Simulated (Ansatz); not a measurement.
# MnO2 (Pmmn) in Ansatz: a series of runs, part 2 of 2

Ansatz 0.2.0.

### 4 Single point, PBEsol, collinear spin, ferromagnetic start

Input file input.yaml:

```yaml
crystal:
  lattice:
    - [2.904158, 0.0, 0.0]
    - [0.0, 3.84481, 0.0]
    - [0.0, 0.0, 6.164264]
  atoms:
    - { symbol: Mn, position: [0.5, 0.5, 0.3433015], spin: 5.0 }
    - { symbol: Mn, position: [0.0, 0.0, 0.6566985], spin: 5.0 }
    - { symbol: O, position: [0.5, 0.0, 0.8375675] }
    - { symbol: O, position: [0.0, 0.5, 0.1624325] }
    - { symbol: O, position: [0.5, 0.0, 0.4217995] }
    - { symbol: O, position: [0.0, 0.5, 0.5782005] }
hamiltonian:
  xc: pbesol
  pseudopotentials: { kind: paw }
magnetization:
  spin_polarized: true
  initial_magnetization: 10.0
  spin_locking: { lock_magnetization: hard }
kpoints:
  mp_grid: { grid: [8, 6, 4] }
scf:
  occupations: { method: fermi_dirac, width: 0.05 }
  lower_state_search: "off"
output:
  forces: true
  stress: true
  eigenvalues: true
```

Potentials or basis: Ansatz PAW.

Launch:

```sh
> ansatz run input.yaml --threads 2 --pin off --max-ram 5632MiB --backend cpu --events-out ev --progress --plain --runs-dir out
```

The log of the run:

```text
Warning: output.stress: scf.convergence.dr2_threshold = 1e-7 eV (the SCF's general default) is looser than the 6e-10 eV advised for a printed stress (1e-10 eV for each atom of the cell: 6). What an SCF threshold leaves in a stress goes as its square root, and in the free energy as the threshold itself, and one threshold admits the most on a small cell: of the crystals measured, under no hybrid functional and no lock of the moments, on runs that ended without the residual-converged pass, on stresses that held no estimate of that error, the worst erred by over 100 MPa in a component at 1e-7 eV an atom and by under 5 at 1e-10. Set scf.convergence.dr2_threshold to 6e-10 eV or tighter. The threshold is an SCF's pass mark: one that does not reach it within its budget of iterations ends unconverged, or closes short of it on a stop that the run arms, and scf.convergence.dr2_threshold's page says what that costs each kind of run
Warning: RAYON_NUM_THREADS=2 ignored (pool sized by the plan → 2); use --threads N
Engine: ansatz 0.2.0, aarch64-unknown-linux-gnu
Pseudopotentials: kind: paw
Pseudopotential: Mn, paw, valence charge 15, recommended cutoff 420 eV (normal), Mn.paw.azcp
Pseudopotential: O, paw, valence charge 6, recommended cutoff 420 eV (normal), O.paw.azcp
Functional definition: PBEsol
  exchange = pbesol_x
  correlation = pbesol_c
Crystal: 6 atoms, lattice volume = 68.830 Å³
Basis set: ecut = 420 eV, 1337 PW (Γ), exchange–correlation on 40×54×90 points (8 copies of the dense FFT grid, shifted against one another)
Bands: 39, of which v1, the nominal top of the filled ones, is band 27 counted from 1 (26 counted from 0)
Symmetry: 8 space group operations
Space group: Pmmn (ITA 59), of the structure as read, at distance tolerance 4.1e-5 Å
Magnetic group: BNS 59.405 (UNI 503), of the structure as read, at distance tolerance 4.1e-5 Å
k-points: 60 of 192
Non-local potential: Mn, projectors of the file, l = 0: 3, l = 1: 2, l = 2: 3, l = 3: 1
Non-local potential: O, projectors of the file, l = 0: 2, l = 1: 2, l = 2: 1
PAW form: soft (Blöchl's): semilocal exchange-correlation on the pseudo side does not see the compensation charge
PAW frozen core: Mn, regenerated for the run's functional, and the local potential with it (the file was generated under x = pbe(κ = 0.804, μ = 0.2195149727645171), c = pbe(β = 0.06672455060314922))
PAW frozen core: O, regenerated for the run's functional, and the local potential with it (the file was generated under x = pbe(κ = 0.804, μ = 0.2195149727645171), c = pbe(β = 0.06672455060314922))
PAW one-centre angular grid: Mn, 590 points (default); XC on 64 Gauss nodes
PAW one-centre angular grid: O, 110 points (default); XC on 64 Gauss nodes
Initial density: superposition of atomic densities (chi_scale 0.1, normalization cell, long waves kept (reshape's long-wave potential 0.46 eV rms))
Starting moments: Σ|m| = 10 μB on 2 of 6 sites
Initial wavefunctions: pseudopotential atomic-orbital guess
Functional: x = pbesol(κ = 0.804, μ = 0.12345679012345678), c = pbesol(β = 0.046)
SCF iter   1: F=—  HF=-9981.238439 eV  |F-HF|=—  |Δ(HF+E_count)|=         —  Δρ=2.59e-1 (↑6.62e-2 ↓2.59e-1)  dr2=8.60e1  dr2_m=6.93e0  M=10.000 μB ∫|m|=10.000 μB  β_m=0.30  ethr=3.10e-3  ⟨swp⟩=6.2  Hψ=18641  notcnv=0
preconditioner: auto → Kerker (q_TF=auto, 2.620 Å⁻¹)  [metal: Δε(μ)=0.009 eV  Ē_g=14.827 eV  σ=0.050 eV  W_gap=0.04  n_scr=20 (ndim 8)  ℏωp=27.6 eV  f_vac=0.088  D(μ)=6.55/eV (n_scr^D=86)]
spin=Collinear: Kerker preconditioning applied to the charge; magnetization (m = ρ↑ − ρ↓) channel mixes plain (no charge-response kernel on spin).
SCF iter   2: F=—  HF=-9973.885719 eV  |F-HF|=—  |Δ(HF+E_count)|=    7.35e0  Δρ=7.60e-2 (↑7.60e-2 ↓5.25e-2)  dr2=2.80e0  dr2_m=1.98e0  M=10.000 μB ∫|m|=10.000 μB  β_m=0.31  ethr=3.10e-3  ⟨swp⟩=3.2  Hψ=11523  notcnv=0  defer=349
SCF iter   3: F=—  HF=-9974.125033 eV  |F-HF|=—  |Δ(HF+E_count)|=   2.39e-1  Δρ=4.87e-2 (↑4.87e-2 ↓4.68e-2)  dr2=2.46e0  dr2_m=1.16e0  M=10.000 μB ∫|m|=10.000 μB  β_m=0.60  ethr=3.10e-3  ⟨swp⟩=2.4  Hψ=6677  notcnv=0  defer=349
SCF iter   4: F=—  HF=-9974.514290 eV  |F-HF|=—  |Δ(HF+E_count)|=   3.89e-1  Δρ=3.54e-2 (↑1.81e-2 ↓3.54e-2)  dr2=1.87e0  dr2_m=7.95e-2  M=10.000 μB ∫|m|=10.000 μB  β_m=0.49  ethr=3.10e-3  ⟨swp⟩=3.1  Hψ=9327  notcnv=0  defer=351
[... 15 lines left out ...]
SCF iter  17: F=-9974.146625 eV  HF=-9974.146625 eV  |F-HF|=1.32e-8  |Δ(HF+E_count)|=   3.15e-7  Δρ=2.31e-6 (↑1.86e-6 ↓2.31e-6)  dr2=1.38e-8  dr2_m=2.94e-10  M=10.000 μB ∫|m|=10.001 μB  ethr=9.00e-11  ⟨swp⟩=2.8  Hψ=16321  notcnv=0
SCF 1 converged in 17 iterations: F = -9974.146625 eV  dr2 = 1.38e-8
SCF converged after 17 iterations
Stability checked in part: among states of this total moment the steps that led to this state did not find it unstable. No probe was made; neither looks for a lower state of another moment (fixed_total_moment; see scf.lower_state_search)
an eigenvalue changed by more than its tolerance at an iteration that met the thresholds in force, so the SCF went on 2 times, its first undamped step at iteration 15: the last check found none over its tolerance
Magnetization: 10.0000 μB (32.0000 up, 22.0000 down)
Absolute magnetization: 10.0008 μB (∫|ρ↑−ρ↓|, with the PAW one-centre terms)
Spin contamination: 0.0409 ħ² per cell (⟨S²⟩ above its minimum at these occupations)
Per-site moments (μB) at R_I (Å): [(3.0747733747441575, 0.7551780635326026), (3.0747733747441592, 0.7551780635326026), (0.6833019581522214, 0.7551780635326026), (0.683301958152221, 0.7551780635326026), (0.4150904502627872, 0.8177268280132386), (0.4150904502627875, 0.8177268280132386)]
Free energy (F): -9974.146625 eV
Harris-Foulkes:  -9974.146625 eV  (|F-HF|=1.32e-8)
Internal energy: -9974.097408 eV  (E = F + TS)
E sigma→0 (E₀):  -9974.122016 eV
Entropy (-TS):   -0.049217 eV (-8.203 meV/atom)
Fermi energy:    7.558985 (↑ 9.515138, ↓ 5.602831) eV
--- Per-component energies (eV) ---
  E_band       = -714.938177
  E_kinetic    = 1294.337808
  E_local      = -7363.574260  (includes V_loc(G=0)·N_el)
  E_nonlocal   = 692.777998
  E_hartree    = 3026.962297
  E_xc         = -511.330359
  E_vxc        = -656.370751  (∫ρ·V_xc dr)
  E_paw        = -3150.643853  (= ΣΔE_a)
  E_vpaw       = -736.049879  (= ΣTr[D̂ρ^β])
  E_aug_tail   = 0.009531  (compensation charges beyond the density's cutoff)
  E_ewald      = -3963.117022
  E_core_change = 0.480452  (= ΣΔE_core)
  E_smearing   = -0.049217  (= −TS)
  E_closure    = 0.000000  (closes the sum)
  Σ components = -9974.146625   (vs F -9974.146625, Δ=0.00e0)
--- Forces (eV/Å), atoms counted from 1 ---
  atom   1  Mn    -0.00000000    -0.00000000     1.39973638
  atom   2  Mn     0.00000000     0.00000000    -1.39973638
  atom   3  O     -0.00000000     0.00000000     1.91493968
  atom   4  O      0.00000000    -0.00000000    -1.91493968
  atom   5  O      0.00000000    -0.00000000    -0.90332966
  atom   6  O     -0.00000000     0.00000000     0.90332966
  max |Σ_I F_I| component: 0.00e0 eV/Å
--- Stress (GPa, compression-positive) ---
       30.095269      -0.000000      -0.000000
       -0.000000       8.283482      -0.000000
       -0.000000      -0.000000      11.978563
  P = ⅓ Tr σ = 16.7858 GPa (167.858 kbar)
--- Band table (eV; the first three rows and the last of 120) ---
  k-point 0 ↑: bands = ["-72.8023", "-72.7957", "-41.7109", "-41.6764", "-41.6751", "-41.6611", "-41.6555", "-41.6248", "-12.5509", "-11.0797", "-10.8807", "-10.6747", "0.7269", "1.1817", "1.2728", "1.8324", "2.2709", "3.1028", "3.4901", "3.5482", "3.8701", "4.5673", "4.6615", "5.4160", "5.8877", "6.2911", "6.7793", "6.9571", "7.5183", "7.9859", "8.3359", "8.7289", "9.9667", "10.2769", "13.1842", "16.6996", "17.6459", "19.5255", "20.9592"]
  k-point 1 ↑: bands = ["-72.8023", "-72.7957", "-41.7109", "-41.6765", "-41.6751", "-41.6611", "-41.6554", "-41.6248", "-12.5270", "-11.2147", "-10.7713", "-10.6752", "0.7271", "1.0906", "1.4878", "1.8531", "2.2299", "3.0732", "3.5246", "3.5538", "3.9087", "4.3320", "4.6617", "5.4019", "5.8882", "6.2906", "6.7913", "6.9554", "7.4936", "8.0059", "8.2937", "8.7708", "9.9105", "10.3235", "13.6336", "15.9334", "18.2017", "19.6627", "21.0228"]
  k-point 2 ↑: bands = ["-72.8023", "-72.7958", "-41.7108", "-41.6765", "-41.6751", "-41.6611", "-41.6554", "-41.6248", "-12.5014", "-11.3072", "-10.6950", "-10.6868", "0.7275", "1.0766", "1.6280", "1.8782", "2.1852", "3.0474", "3.5552", "3.6600", "3.9478", "3.9982", "4.6616", "5.3877", "5.8888", "6.2900", "6.8145", "6.9373", "7.4707", "8.0241", "8.2716", "8.7992", "9.8649", "10.3595", "14.6418", "14.7786", "18.7532", "19.5763", "20.8852"]
  k-point 59 ↓: bands = ["-68.7751", "-68.7751", "-37.9689", "-37.9689", "-37.7791", "-37.7791", "-37.5939", "-37.5939", "-10.1450", "-10.1450", "-9.4554", "-9.4554", "1.1547", "1.1547", "3.3548", "3.3548", "3.8077", "3.8077", "3.8870", "3.8870", "5.1960", "5.1960", "5.9792", "5.9792", "9.8496", "9.8496", "10.4017", "10.4017", "10.9561", "10.9561", "12.0039", "12.0039", "12.4359", "12.4359", "19.3176", "19.3176", "20.5635", "20.5635", "20.8436"]
```

Wall time 22 s (2 threads of Arm Neoverse V1, shared host); peak memory 0.48 GiB.

What came out:

```yaml
Free_energy: -9974.1466 eV
Pressure: 16.8 GPa
Largest_force: 1.915 eV/Å
Net_moment: 10.00 μB per cell
Absolute_moment: 10.00 μB per cell
Site_moments: Mn +3.07; O +0.68, +0.42 μB
```

Forces on the atoms (eV/Å):
```
Mn   0.000  0.000  1.400
Mn   0.000  0.000 -1.400
O    0.000  0.000  1.915
O    0.000  0.000 -1.915
O    0.000  0.000 -0.903
O    0.000  0.000  0.903
```

Stress tensor (GPa, compression positive):
```
30.10  0.00  0.00
 0.00  8.28  0.00
 0.00  0.00 11.98
```

Caveat: the pressure holds a Pulay correction of +0.8 GPa for the finite cutoff; the total moment is fixed, so each spin has its own Fermi level; only a ferromagnetic start was run, and an antiferromagnetic order may lie lower in energy; the PAW data sets come from PBE, with cores solved anew for the run's functional, which leaves a small shift of forces and pressure; forces of over 1 eV/Å show positions far from the minimum, so gaps and moduli don't describe the material at rest; the thresholds are loose for stress.

### 5 Single point, PBEsol, collinear spin, ferromagnetic start

Edit input.yaml of step 4 so:

```diff
@@ -6,4 +6,4 @@
   atoms:
-    - { symbol: Mn, position: [0.5, 0.5, 0.3433015], spin: 5.0 }
-    - { symbol: Mn, position: [0.0, 0.0, 0.6566985], spin: 5.0 }
+    - { symbol: Mn, position: [0.5, 0.5, 0.3433015], spin: 6.0 }
+    - { symbol: Mn, position: [0.0, 0.0, 0.6566985], spin: 6.0 }
     - { symbol: O, position: [0.5, 0.0, 0.8375675] }
@@ -17,3 +17,3 @@
   spin_polarized: true
-  initial_magnetization: 10.0
+  initial_magnetization: 12.0
   spin_locking: { lock_magnetization: hard }
```

Launch:

```sh
> ansatz run input.yaml --threads 2 --pin off --max-ram 5632MiB --backend cpu --events-out ev --progress --plain --runs-dir out
```

Run time: 18 s. Hardware: 2 threads of Arm Neoverse V1, shared host; peak memory 0.49 GiB.

The run converged. Its results:

```yaml
Free_energy: -9969.7907 eV
Pressure: 35.3 GPa
Largest_force: 3.315 eV/Å
Net_moment: 12.00 μB per cell
Absolute_moment: 12.00 μB per cell
Site_moments: Mn +3.40; O +0.90, +0.70 μB
```

Forces on the atoms (eV/Å):
```
Mn   0.000  0.000  1.414
Mn   0.000  0.000 -1.414
O    0.000  0.000  3.315
O    0.000  0.000 -3.315
O    0.000  0.000 -1.036
O    0.000  0.000  1.036
```

Stress tensor (GPa, compression positive):
```
57.04  0.00  0.00
 0.00 23.64  0.00
 0.00  0.00 25.30
```

Caveat: a pressure of tens of GPa on the cell as given is suspect, and the run, the potentials or the cell itself is likely at fault; the pressure holds a Pulay correction of +0.8 GPa for the finite cutoff; the total moment is fixed, so each spin has its own Fermi level; only a ferromagnetic start was run, and an antiferromagnetic order may lie lower in energy; the PAW data sets come from PBE, with cores solved anew for the run's functional, which leaves a small shift of forces and pressure; forces of over 1 eV/Å show positions far from the minimum, so gaps and moduli don't describe the material at rest; the thresholds are loose for stress.

### 6 Summary

| fixed moment (μB) | pressure (GPa) | moment (μB) | largest force (eV/Å) |
| --- | --- | --- | --- |
| 6.0 | -13.4 | 6.00 | 1.18 |
| 8.0 | -0.3 | 8.00 | 0.84 |
| 10.0 | 16.8 | 10.00 | 1.91 |
| 12.0 | 35.3 | 12.00 | 3.31 |

Alike in all rows: task single point; level PBEsol; potentials or basis Ansatz PAW; spin collinear, ferromagnetic start; cell as given; k mesh 8 × 6 × 4; cutoff (eV) 420; smearing fermi-dirac 0.05 eV.

Caveats: the total moment is fixed, so each spin has its own Fermi level; only a ferromagnetic start was run, and an antiferromagnetic order may lie lower in energy; the PAW data sets come from PBE, with cores solved anew for the run's functional, which leaves a small shift of forces and pressure; the thresholds are loose for stress; forces of over 1 eV/Å show positions far from the minimum, so gaps and moduli don't describe the material at rest (some runs); a pressure of tens of GPa on the cell as given is suspect, and the run, the potentials or the cell itself is likely at fault (some runs).

Total energies depend on the potentials used, so only differences within one code and one set of settings carry meaning.
